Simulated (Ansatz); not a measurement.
# RbCl (rocksalt): G0W0 against its settings

RbCl built on the rocksalt prototype, relaxed with r2SCAN; one-shot G0W0 in Ansatz without spin-orbit coupling. The values are computed, spin-unpolarised, and not measurements.

```cif
data_structure
_symmetry_space_group_name_H-M 'Fm-3m'
_symmetry_Int_Tables_number 225
_cell_length_a 6.6116
_cell_length_b 6.6116
_cell_length_c 6.6116
_cell_angle_alpha 90.000
_cell_angle_beta 90.000
_cell_angle_gamma 90.000
_cell_volume 289.02
loop_
_atom_site_label
_atom_site_type_symbol
_atom_site_symmetry_multiplicity
_atom_site_Wyckoff_symbol
_atom_site_fract_x
_atom_site_fract_y
_atom_site_fract_z
_atom_site_occupancy
Rb1 Rb 4 a 0.00000 0.00000 0.00000 1
Cl1 Cl 4 b 0.50000 0.00000 0.00000 1
```

Gaps are read over the mesh points alone. G0W0 here is at a finite number of bands, screening cutoff and k mesh, not at the basis limit.
```csv
start,potentials,frequency model,mesh,empty bands,screening cutoff (eV),Kohn-Sham gap (eV),G0W0 gap (eV),rough cost
PBE,PAW,contour deformation,4×4×4,117,80,4.96,7.44,14 core-seconds
PBE,PAW,contour deformation,4×4×4,271,140,4.96,7.61,70 core-seconds
PBE,PAW,contour deformation,4×4×4,499,210,4.96,7.71,6 core-minutes
HSE06,PAW,contour deformation,4×4×4,271,140,6.25,8.22,3 core-minutes
LDA,PAW,contour deformation,4×4×4,271,140,4.51,7.46,70 core-seconds
r2SCAN,PAW,contour deformation,4×4×4,271,140,5.56,7.96,80 core-seconds
PBE,PAW,Godby-Needs pole,4×4×4,271,140,4.96,7.61,110 core-seconds
PBE,PAW,contour deformation,6×6×6,117,80,4.96,7.43,90 core-seconds
PBE,norm-conserving,contour deformation,4×4×4,271,140,4.96,7.62,110 core-seconds
```

Over the mesh points the PBE gap of 4.96 eV becomes a quasiparticle gap of 7.71 eV (direct at Γ), a change of +2.75 eV. Renormalisation factors Z lie between 0.79 and 0.87.

Raising bands and cutoff together moves the gap by +0.17 eV (80 to 140 eV), then +0.10 eV (140 to 210 eV); the last step is still large, so the basis limit isn't reached. Starting from HSE06 (6.25 eV against PBE's 4.96 eV) gives 8.22 eV, +0.61 eV from G0W0@PBE at the same screening cutoff. Starting from LDA (4.51 eV against PBE's 4.96 eV) gives 7.46 eV, -0.15 eV from G0W0@PBE at the same screening cutoff. Starting from r2SCAN (5.56 eV against PBE's 4.96 eV) gives 7.96 eV, +0.35 eV from G0W0@PBE at the same screening cutoff. The Godby-Needs plasmon pole differs from contour deformation by 0.00 eV. A 6×6×6 mesh in place of 4×4×4 changes the opening over PBE by -0.01 eV (the gap on the mesh by -0.01 eV). Norm-conserving potentials (wave cutoff 789 eV against 420 eV) shift the quasiparticle gap by +0.01 eV and the PBE gap by 0.00 eV. r2SCAN runs take a wave cutoff of 500 eV.
